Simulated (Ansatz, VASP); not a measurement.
P: VASP beside Ansatz

INCAR

```
  PREC = Accurate
  ENCUT = 520
  EDIFF = 1E-7
  ISMEAR = -1
  SIGMA = 0.1
  LREAL = F
  LASPH = T
  NELM = 60
  ALGO = Normal
  ISIF = 2
  LWAVE = F
  LCHARG = T
  GGA = RP
  LELF = T
  LVHAR = T
  NBANDS = 8
```

KPOINTS

```
Automatic mesh
0
Gamma
  14 14 14
```

The input POSCAR:

```
P
1.0
    2.3538034675      0.0000000000      0.0000000000
    0.0000000000      2.3538034675      0.0000000000
    0.0000000000      0.0000000000      2.3538034675
P
1
Direct
    0.0000000000      0.0000000000      0.0000000000
```

Input for Ansatz:

```yaml
crystal:
  lattice:
    - [2.3538034675, 0.0, 0.0]
    - [0.0, 2.3538034675, 0.0]
    - [0.0, 0.0, 2.3538034675]
  atoms:
    - { symbol: P, position: [0.0, 0.0, 0.0] }
hamiltonian:
  xc: rpbe
  pseudopotentials:
    kind: paw
    azcp:
      P: "pseudopotentials/P.paw.azcp"
basis:
  ecutwfc: 420
  fft_grid_basis: typed
kpoints:
  mp_grid: { grid: [14, 14, 14], shift: [0, 0, 0] }
magnetization:
  spin_polarized: false
scf:
  occupations: { method: fermi_dirac, width: 0.1 }
  lower_state_search: "off"
output:
  stress: true
```

Alike in both runs: task single point; functional RPBE; k mesh 14 × 14 × 14; occupations fermi-dirac, width 0.1 eV; no spin polarisation.

|  | VASP | Ansatz |
| --- | --- | --- |
| version | VASP 6.6.1 | Ansatz 0.2.0 |
| potentials or method | VASP PAW PBE potentials, release 64 (P) | plane waves (420 eV) with PAW, scalar-relativistic |
| plane-wave cutoff (eV) | 520 | 420 |
| valence electrons in the cell | 5 | 5 |

|  | VASP | Ansatz | Ansatz less VASP |
| --- | --- | --- | --- |
| pressure (GPa) | 18.5 | 19.5 | +1.02 |

Caveats: so large a pressure means that the cell lies far from this level's equilibrium, or that cutoff or potentials fall short (VASP); the potentials were made for another functional, which shifts forces and pressure (VASP).
